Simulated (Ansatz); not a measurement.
# Sn (Immm) in Ansatz: a series of runs

The runs below take Sn through single point, equation of state, with PBEsol.

Everything below comes from runs of Ansatz 0.2.0. Logs are shortened: lines on timing, memory, paths and dates and some standing lists are left out, and cuts for length are marked.

### 1 Starting point

It takes space group Immm (No. 71, orthorhombic). Conventional cell: a = 3.453 Å, b = 3.551 Å, c = 4.677 Å, α = 90.00°, β = 90.00°, γ = 90.00°. Sn (site symmetry mmm) is surrounded by 12 Sn at 3.41 to 3.55 Å.

This isn't the form of Sn at room conditions, which is tetragonal (white tin).

### 2 Single point, PBEsol, 26.95 Å³/atom (volume scaled by 0.94)

input.yaml reads:

```yaml
crystal:
  lattice:
    - [-1.6912936206, 1.7393011766, 2.2906073406]
    - [1.6912936206, -1.7393011766, 2.2906073406]
    - [1.6912936206, 1.7393011766, -2.2906073406]
  atoms:
    - { symbol: Sn, position: [0.0, 0.0, 0.0] }
hamiltonian:
  xc: pbesol
  pseudopotentials: { kind: paw }
kpoints:
  mp_grid: { grid: [11, 11, 11] }
scf:
  occupations: { method: fermi_dirac, width: 0.05 }
output:
  forces: true
  stress: true
  eigenvalues: true
  write_density: true
  write_potential: true
  elf: true
  volumetric_format: npy
```

Potentials or basis: Ansatz PAW.

Run with:

```console
$ ansatz run input.yaml --threads 2 --pin off --max-ram 5632MiB --backend cpu --events-out ev --progress --plain --runs-dir out
```

Output:

```text
Warning: RAYON_NUM_THREADS=2 ignored (pool sized by the plan → 2); use --threads N
Engine: ansatz 0.2.0, x86_64-unknown-linux-gnu
Pseudopotentials: kind: paw
Pseudopotential: Sn, paw, valence charge 14, recommended cutoff 420 eV (normal), Sn.paw.azcp
Functional definition: PBEsol
  exchange = pbesol_x
  correlation = pbesol_c
Crystal: 1 atoms, lattice volume = 26.953 Å³
Basis set: ecut = 420 eV, 535 PW (Γ), exchange–correlation on 48×48×48 points (8 copies of the dense FFT grid, shifted against one another)
Bands: 11, of which v1, the nominal top of the filled ones, is band 7 counted from 1 (6 counted from 0)
Symmetry: 8 space group operations
Space group: Immm (ITA 71), of the structure as read, at distance tolerance 3.0e-5 Å
k-points: 216 of 1331
Non-local potential: Sn, projectors of the file, l = 0: 2, l = 1: 2, l = 2: 2, l = 3: 2
PAW form: soft (Blöchl's): semilocal exchange-correlation on the pseudo side does not see the compensation charge
PAW frozen core: Sn, regenerated for the run's functional, and the local potential with it (the file was generated under x = pbe(κ = 0.804, μ = 0.2195149727645171), c = pbe(β = 0.06672455060314922))
PAW one-centre angular grid: Sn, 590 points (default); XC on 64 Gauss nodes
Initial density: superposition of atomic densities (neutral atoms: chi_scale 0, normalization atom), corrected by the library's trained network
Initial wavefunctions: pseudopotential atomic-orbital guess
Functional: x = pbesol(κ = 0.804, μ = 0.12345679012345678), c = pbesol(β = 0.046)
SCF iter   1: F=—  HF=-5949.759940 eV  |F-HF|=—  |Δ(HF+E_count)|=         —  Δρ=2.78e-3  dr2=1.08e-3  ethr=1.77e-3  ⟨swp⟩=5.7  Hψ=14450  notcnv=0
preconditioner: auto → none  [metal: Δε(μ)=0.086 eV  Ē_g=23.025 eV  σ=0.050 eV  W_gap=0.39  n_scr=8 (ndim 8)  ℏωp=26.8 eV  f_vac=0.000  D(μ)=0.46/eV (n_scr^D=0)  sad-step TF]
SCF iter   2: F=—  HF=-5949.758949 eV  |F-HF|=—  |Δ(HF+E_count)|=   9.91e-4  Δρ=1.59e-3  dr2=3.83e-4  ethr=7.71e-6  ⟨swp⟩=1.8  Hψ=4315  notcnv=0
SCF iter   3: F=—  HF=-5949.758840 eV  |F-HF|=—  |Δ(HF+E_count)|=   1.09e-4  Δρ=5.39e-4  dr2=5.94e-5  ethr=2.74e-6  ⟨swp⟩=2.0  Hψ=3842  notcnv=0
SCF iter   4: F=—  HF=-5949.758791 eV  |F-HF|=—  |Δ(HF+E_count)|=   4.90e-5  Δρ=1.03e-4  dr2=2.17e-6  ethr=4.24e-7  ⟨swp⟩=2.0  Hψ=3810  notcnv=0
iter 5 did not close the SCF: its close was put off for the readings that it lacked (scf_convergence_deferred on its scf_iter line)
SCF iter   5: F=-5949.758788 eV  HF=-5949.758788 eV  |F-HF|=2.29e-8  |Δ(HF+E_count)|=   2.18e-6  Δρ=9.14e-6  dr2=1.36e-8  ethr=1.55e-8  ⟨swp⟩=2.0  Hψ=3842  notcnv=0
SCF iter   6: F=-5949.758788 eV  HF=-5949.758788 eV  |F-HF|=2.48e-9  |Δ(HF+E_count)|=   1.09e-8  Δρ=2.70e-6  dr2=1.76e-9  ethr=9.69e-11  ⟨swp⟩=6.1  Hψ=12733  notcnv=0
SCF 1 converged in 6 iterations: F = -5949.758788 eV  dr2 = 1.76e-9
SCF converged after 6 iterations
Free energy (F): -5949.758788 eV
Harris-Foulkes:  -5949.758788 eV  (|F-HF|=2.48e-9)
Internal energy: -5949.754900 eV  (E = F + TS)
E sigma→0 (E₀):  -5949.756844 eV
Entropy (-TS):   -0.003888 eV (-3.888 meV/atom)
Fermi energy:    10.856666 eV
--- Per-component energies (eV) ---
  E_band       = -80.355304
  E_kinetic    = 186.474562
  E_local      = -819.754185  (includes V_loc(G=0)·N_el)
  E_nonlocal   = -30.943650
  E_hartree    = 516.483997
  E_xc         = -379.829764
  E_vxc        = -97.473921  (∫ρ·V_xc dr)
  E_paw        = -4063.204044  (= ΣΔE_a)
  E_vpaw       = -351.628032  (= ΣTr[D̂ρ^β])
  E_aug_tail   = -0.000000  (compensation charges beyond the density's cutoff)
  E_ewald      = -1359.266655
  E_core_change = 0.284840  (= ΣΔE_core)
  E_smearing   = -0.003888  (= −TS)
  E_closure    = 0.000000  (closes the sum)
  Σ components = -5949.758788   (vs F -5949.758788, Δ=0.00e0)
--- Forces (eV/Å), atoms counted from 1 ---
  atom   1  Sn     0.00000000     0.00000000     0.00000000
  max |Σ_I F_I| component: 2.47e-32 eV/Å
--- Stress (GPa, compression-positive) ---
       -0.019996      -0.000000       0.000000
       -0.000000      -1.848641       0.000000
        0.000000       0.000000      -0.487339
  P = ⅓ Tr σ = -0.7853 GPa (-7.853 kbar)
--- Band table (eV; the first three rows and the last of 216) ---
  k-point 0: bands = ["-10.6197", "-10.6022", "-10.5778", "-10.5406", "-10.4984", "-0.3362", "18.3811", "18.5269", "18.9819", "21.5746", "22.3589"]
  k-point 1: bands = ["-10.6202", "-10.5927", "-10.5670", "-10.5437", "-10.4972", "-0.1159", "17.5406", "17.5416", "18.0344", "20.3085", "23.0079"]
  k-point 2: bands = ["-10.6359", "-10.5587", "-10.5522", "-10.5373", "-10.4889", "0.5460", "15.8215", "15.9486", "16.2557", "18.9574", "20.0521"]
  k-point 215: bands = ["-10.6721", "-10.6256", "-10.4538", "-10.4211", "-10.4181", "6.5693", "7.7000", "11.7195", "12.2439", "15.7468", "17.7041"]
```

Wall time 5.9 s (2 threads of AMD EPYC (Zen 3), shared host); peak memory 0.37 GiB.

Results:

```yaml
Free_energy: -5949.7588 eV
Pressure: -0.8 GPa
Band_gap_on_the_k_mesh: none (metal or under the smearing width)
```

Caveat: the PAW data sets come from PBE, with cores solved anew for the run's functional, which leaves a small shift of forces and pressure.

### 3 Single point, PBEsol, 27.53 Å³/atom (volume scaled by 0.96)

Changes to input.yaml since step 2:

```diff
@@ -2,5 +2,5 @@
   lattice:
-    - [-1.6912936206, 1.7393011766, 2.2906073406]
-    - [1.6912936206, -1.7393011766, 2.2906073406]
-    - [1.6912936206, 1.7393011766, -2.2906073406]
+    - [-1.7032045314, 1.75155018, 2.3067389097]
+    - [1.7032045314, -1.75155018, 2.3067389097]
+    - [1.7032045314, 1.75155018, -2.3067389097]
   atoms:
```

Potentials or basis: Ansatz PAW.

Run with:

```console
$ ansatz run input.yaml --threads 2 --pin off --max-ram 5632MiB --backend cpu --events-out ev --progress --plain --runs-dir out
```

Wall time 4.9 s (2 threads of AMD EPYC (Zen 3), shared host); peak memory 0.37 GiB.

Results (log left out):

```
Free energy            : -5949.7541 eV
Pressure               : -1.8 GPa
Band gap on the k mesh : none (metal or under the smearing width)
```

Caveat: the PAW data sets come from PBE, with cores solved anew for the run's functional, which leaves a small shift of forces and pressure.

### 4 Single point, PBEsol, 28.10 Å³/atom (volume scaled by 0.98)

input.yaml reads:

```yaml
crystal:
  lattice:
    - [-1.7149511408, 1.7636302181, 2.3226479567]
    - [1.7149511408, -1.7636302181, 2.3226479567]
    - [1.7149511408, 1.7636302181, -2.3226479567]
  atoms:
    - { symbol: Sn, position: [0.0, 0.0, 0.0] }
hamiltonian:
  xc: pbesol
  pseudopotentials: { kind: paw }
kpoints:
  mp_grid: { grid: [11, 11, 11] }
scf:
  occupations: { method: fermi_dirac, width: 0.05 }
output:
  forces: true
  stress: true
  eigenvalues: true
```

Run with:

```console
$ ansatz run input.yaml --threads 2 --pin off --max-ram 5632MiB --backend cpu --events-out ev --progress --plain --runs-dir out
```

Run time: 5.9 s. Hardware: 2 threads of AMD EPYC (Zen 3), shared host; peak memory 0.37 GiB.

Results (log left out):

* Free energy: -5949.7458 eV
* Pressure: -2.8 GPa
* Band gap on the k mesh: none (metal or under the smearing width)

Caveat: the PAW data sets come from PBE, with cores solved anew for the run's functional, which leaves a small shift of forces and pressure.

### 5 Single point, PBEsol, 28.67 Å³/atom

Changes to input.yaml since step 4:

```diff
@@ -2,5 +2,5 @@
   lattice:
-    - [-1.7149511408, 1.7636302181, 2.3226479567]
-    - [1.7149511408, -1.7636302181, 2.3226479567]
-    - [1.7149511408, 1.7636302181, -2.3226479567]
+    - [-1.726539, 1.775547, 2.338342]
+    - [1.726539, -1.775547, 2.338342]
+    - [1.726539, 1.775547, -2.338342]
   atoms:
```

Run with:

```console
$ ansatz run input.yaml --threads 2 --pin off --max-ram 5632MiB --backend cpu --events-out ev --progress --plain --runs-dir out
```

Run time: 5.2 s. Hardware: 2 threads of AMD EPYC (Zen 3), shared host; peak memory 0.36 GiB.

It converged, with:

* Free energy: -5949.7343 eV
* Pressure: -3.6 GPa
* Band gap on the k mesh: none (metal or under the smearing width)

Caveat: the PAW data sets come from PBE, with cores solved anew for the run's functional, which leaves a small shift of forces and pressure.

### 6 Single point, PBEsol, 29.25 Å³/atom (volume scaled by 1.02)

Changes to input.yaml since step 5:

```diff
@@ -2,5 +2,5 @@
   lattice:
-    - [-1.726539, 1.775547, 2.338342]
-    - [1.726539, -1.775547, 2.338342]
-    - [1.726539, 1.775547, -2.338342]
+    - [-1.7379733663, 1.7873059321, 2.3538281599]
+    - [1.7379733663, -1.7873059321, 2.3538281599]
+    - [1.7379733663, 1.7873059321, -2.3538281599]
   atoms:
```

Potentials or basis: Ansatz PAW.

Run with:

```console
$ ansatz run input.yaml --threads 2 --pin off --max-ram 5632MiB --backend cpu --events-out ev --progress --plain --runs-dir out
```

Wall time 3.8 s (2 threads of AMD EPYC (Zen 3), shared host); peak memory 0.37 GiB.

Results (log left out):

- Free energy: -5949.7201 eV
- Pressure: -4.3 GPa
- Band gap on the k mesh: none (metal or under the smearing width)

Caveat: the PAW data sets come from PBE, with cores solved anew for the run's functional, which leaves a small shift of forces and pressure.

### 7 Single point, PBEsol, 29.82 Å³/atom (volume scaled by 1.04)

Changes to input.yaml since step 6:

```diff
@@ -2,5 +2,5 @@
   lattice:
-    - [-1.7379733663, 1.7873059321, 2.3538281599]
-    - [1.7379733663, -1.7873059321, 2.3538281599]
-    - [1.7379733663, 1.7873059321, -2.3538281599]
+    - [-1.7492592239, 1.79891214, 2.3691131866]
+    - [1.7492592239, -1.79891214, 2.3691131866]
+    - [1.7492592239, 1.79891214, -2.3691131866]
   atoms:
```

Run with:

```console
$ ansatz run input.yaml --threads 2 --pin off --max-ram 5632MiB --backend cpu --events-out ev --progress --plain --runs-dir out
```

Run time: 5.2 s. Hardware: 2 threads of AMD EPYC (Zen 3), shared host; peak memory 0.37 GiB.

It converged, with:

- Free energy: -5949.7034 eV
- Pressure: -5.0 GPa
- Band gap on the k mesh: none (metal or under the smearing width)

Caveat: the PAW data sets come from PBE, with cores solved anew for the run's functional, which leaves a small shift of forces and pressure.

### 8 Single point, PBEsol, 30.39 Å³/atom (volume scaled by 1.06)

Changes to input.yaml since step 7:

```diff
@@ -2,5 +2,5 @@
   lattice:
-    - [-1.7492592239, 1.79891214, 2.3691131866]
-    - [1.7492592239, -1.79891214, 2.3691131866]
-    - [1.7492592239, 1.79891214, -2.3691131866]
+    - [-1.7604013028, 1.810370488, 2.3842034864]
+    - [1.7604013028, -1.810370488, 2.3842034864]
+    - [1.7604013028, 1.810370488, -2.3842034864]
   atoms:
```

Run with:

```console
$ ansatz run input.yaml --threads 2 --pin off --max-ram 5632MiB --backend cpu --events-out ev --progress --plain --runs-dir out
```

Wall time 5.9 s (2 threads of AMD EPYC (Zen 3), shared host); peak memory 0.37 GiB.

The run converged. Its results:

```yaml
Free_energy: -5949.6846 eV
Pressure: -5.5 GPa
Band_gap_on_the_k_mesh: none (metal or under the smearing width)
```

Caveat: the PAW data sets come from PBE, with cores solved anew for the run's functional, which leaves a small shift of forces and pressure.

### 9 Equation of state, PBEsol

Potentials or basis: Ansatz PAW.

This step only gathers the single runs of the series.

What came out:

```
Equilibrium volume                        : 26.57 Å³/atom (rough: see the caveat)
Bulk modulus at fixed shape and positions : 57 GPa (rough)
```

Energy against volume, from the lowest point:
```
volume (Å³/atom)  energy (meV/atom)
          26.953               0.00
          27.526               4.73
          28.100              13.03
          28.673              24.47
          29.247              38.70
          29.820              55.38
          30.394              74.22
```

Caveat: the minimum lies outside the volumes run; the cell was scaled at fixed shape and fractional positions, which overstates the stiffness of a crystal with free parameters, most of all of layers and chains.
